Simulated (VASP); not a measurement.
# From an Ansatz input to VASP: NaI (strained zincblende)

Ansatz input

```yaml
crystal:
  lattice:
    - [0.0, 3.5864186195, 3.543191681]
    - [3.5864186195, 0.0, 3.543191681]
    - [3.5864186195, 3.5864186195, 0.0]
  atoms:
    - { symbol: Na, position: [0.0, 0.0, 0.0] }
    - { symbol: I, position: [0.25, 0.25, 0.25] }
kpoints:
  mp_grid: { grid: [6, 6, 6] }
  band_path:
    path:
      - [0.0, 0.0, 0.0]
      - [-0.5, -0.5, 0.0]
      - [-0.375, -0.375, 0.25]
      - [-0.375, 0.0, 0.375]
      - [0.0, 0.0, 0.5]
      - [-0.5, -0.25, 0.25]
    npoints: 1
hamiltonian:
  xc: pbe
scf:
  occupations: { method: fermi_dirac, width: 0.02 }
  n_extra_bands: 4
output:
  forces: true
  stress: true
  eigenvalues: true
```

Question: Translate this input to VASP.

Answer: 

INCAR

```
EDIFF = 1E-7
NSW = 0
LWAVE = .FALSE.
LASPH = .TRUE.
ISIF = 2
ENCUT = 520
IBRION = -1
SIGMA = 0.02
ISMEAR = -1
NBANDS = 14
PREC = Accurate
LCHARG = .FALSE.
GGA = PE
LREAL = .FALSE.
NELM = 120
```

KPOINTS

```
KPOINTS created by Atomic Simulation Environment
0
Gamma
6 6 6
0 0 0
```

KPOINTS_OPT

```
special points
6
Reciprocal
0.0000000000 0.0000000000 0.0000000000 1
-0.5000000000 -0.5000000000 0.0000000000 1
-0.3750000000 -0.3750000000 0.2500000000 1
-0.3750000000 0.0000000000 0.3750000000 1
0.0000000000 0.0000000000 0.5000000000 1
-0.5000000000 -0.2500000000 0.2500000000 1
```

POSCAR

```
Na I
 1.0000000000000000
     0.0000000000000000    3.5864186194999998    3.5431916810000001
     3.5864186194999998    0.0000000000000000    3.5431916810000001
     3.5864186194999998    3.5864186194999998    0.0000000000000000
 Na  I
   1   1
Cartesian
  0.0000000000000000  0.0000000000000000  0.0000000000000000
  1.7932093097499997  1.7932093097499997  1.7715958405000001
```

VASP ran with the recommended PBE PAW datasets (14 valence electrons in the cell). Other inputs would serve too.

```
                            Ansatz     VASP
gap between bands v and c  3.78 eV  3.77 eV
         least direct gap  3.78 eV  3.77 eV
                 pressure  0.1 GPa  0.1 GPa
```

Datasets and cutoffs are each program's own. VASP's cell holds 14 valence electrons and Ansatz's 26. Ansatz's stress includes a Pulay correction; VASP's doesn't.
